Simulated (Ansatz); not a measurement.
## Notes on a calculation: PbTe (rocksalt structure)

**The experiment.** The Crystallography Open Database holds a measured cell of cubic PbTe (space group Fm-3m) at 120 K (1987, doi:10.1107/S0108270187091509): a = 6.438 Å, 33.36 Å³/atom.

A printed reference work, monograph reports, for a bulk crystal of PbTe at 4.2 K: band gap 0.19 eV (direct).

Level of theory: DFT, PBEsol, scalar-relativistic, no spin polarisation; plane waves to 420 eV with PAW datasets (Ansatz 0.2.0), 8×8×8 k-mesh, Gaussian smearing of 0.05 eV; PAW files: Ansatz's generated set soft_2.

The start was a prototype's sites filled with these elements; the Crystallography Open Database holds the compound in this structure.

Starting cell, 2 % over the database's volume:

```cif
data_structure
_symmetry_space_group_name_H-M 'P 1'
_symmetry_Int_Tables_number 1
_cell_length_a 4.5788
_cell_length_b 4.5788
_cell_length_c 4.5788
_cell_angle_alpha 60.000
_cell_angle_beta 60.000
_cell_angle_gamma 60.000
_cell_volume 67.88
loop_
_atom_site_label
_atom_site_type_symbol
_atom_site_fract_x
_atom_site_fract_y
_atom_site_fract_z
_atom_site_occupancy
Pb1 Pb 0.50000 0.50000 0.50000 1
Te1 Te 0.00000 0.00000 0.00000 1
```

The first steps of the search for zero pressure:

| run | level | k-mesh | kind | V (Å³/atom) | P (GPa) | gap on the mesh (eV) |
| --- | --- | --- | --- | --- | --- | --- |
| 1 | PBEsol | 8×8×8 | fixed cell | 33.94 | -0.7 | 0.68 |

Task: At which volume does PBEsol reach zero pressure?

Result: 33.43 Å³/atom, about 1.5 % under the start.

The steps that followed:

| run | level | k-mesh | kind | V (Å³/atom) | P (GPa) | E − E(final) (meV/atom) | gap on the mesh (eV) |
| --- | --- | --- | --- | --- | --- | --- | --- |
| 2 | PBEsol | 8×8×8 | fixed cell | 33.79 | -0.5 | 0.5 | 0.67 |
| 3 | PBEsol | 8×8×8 | fixed cell | 33.43 | 0.0 | 0.0 | 0.65 |

The final structure (symmetry read at 0.01 Å). The structure is cubic, space group Fm-3m (No. 225). The conventional cell has a = 6.443 Å, b = 6.443 Å, c = 6.443 Å, α = 90.00°, β = 90.00°, γ = 90.00°. Around Pb (site symmetry m-3m) lie 6 Te at 3.22 Å. Te (site symmetry m-3m) is surrounded by 6 Pb at 3.22 Å. (Shells end 15 % past the nearest neighbour.)

At the final geometry the gap, band path included, is 0.65 eV. The equation of state gives B0 = 45 GPa and B0′ = 4.6. The elastic tensor is positive definite (smallest eigenvalue 14.8 GPa). Against the elements' standard states, run alike and uncorrected, the formation energy is -0.36 eV/atom. 

**Why it comes out so.**

Within 0.6 eV of the edges the projected states are 75 % Te 5p at the top of the valence band and 74 % Pb 6p at the bottom of the conduction band. Spin–orbit coupling, left out here, shifts 6p levels by as much as this gap and could close it. The lowest excitation takes an electron from Te back to Pb, as in polar semiconductors.

Shannon's ionic radii give a check on the bond lengths: Pb²⁺ with 6 neighbours 1.19 Å + Te²⁻ 2.21 Å = 3.40 Å against a computed mean of 3.22 Å. The largest miss is -5 %; bonds shorter than the sum are usual where the bond is partly covalent, as with large, soft anions.

**Against experiment.** PBEsol gives 6.443 Å and 33.43 Å³/atom, +0.2 % in volume (+0.1 % in length) from the database's cell. Agreement this close is partly luck: the calculation is for a static lattice, the crystal has zero-point motion and thermal expansion. Against the measured gap of PbTe, 0.19 eV (direct; 4.2 K; a printed reference work, monograph), the calculated 0.65 eV is off by +0.46 eV. Kohn–Sham gaps of semilocal functionals mostly fall below measured ones. Spin–orbit coupling is left out here. Temperature and excitons aren't in the calculation.

Semilocal functionals underestimate band gaps, commonly by a third or more. Scalar-relativistic only: spin–orbit splittings of the heavy atoms' levels are missing.
